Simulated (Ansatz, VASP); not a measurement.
**One calculation of NaCl, two programs**

```
Na Cl
1.0
     0.00000    2.80095    2.80095
     2.80095    0.00000    2.80095
     2.80095    2.80095    0.00000
Na Cl
1 1
Direct
  0.00000 0.00000 0.00000
  0.50000 0.50000 0.50000
```

Alike in both runs: functional PBEsol; k mesh 8 × 8 × 8; occupations gaussian, width 0.02 eV; no spin polarisation.

Ansatz relaxed the structure, and its values are those at the end. VASP's run is a single point on that final structure, the one shown.

```csv
,VASP,Ansatz
version,VASP 6.6.1,Ansatz 0.2.0
potentials or method,"VASP PAW PBE potentials, release 64 (Na_pv, Cl)","scalar-relativistic, plane waves, PAW"
plane-wave cutoff (eV),520,420
valence electrons in the cell,14,16
```

|  | VASP | Ansatz | Ansatz less VASP |
| --- | --- | --- | --- |
| gap on the k mesh at the Fermi level (eV) | 5.01 | 5.01 | +0.004 |
| least direct gap on the mesh (eV) | 5.01 | 5.01 | +0.004 |
| pressure (GPa) | 0.0 | 0.0 | -0.02 |

The two sets of potentials don't hold the same shells in valence.

Caveats: the PAW data sets were made with another functional, which shifts forces and pressure a little (VASP). Expect the measured gap to be larger: semilocal functionals such as PBEsol lack the derivative discontinuity.
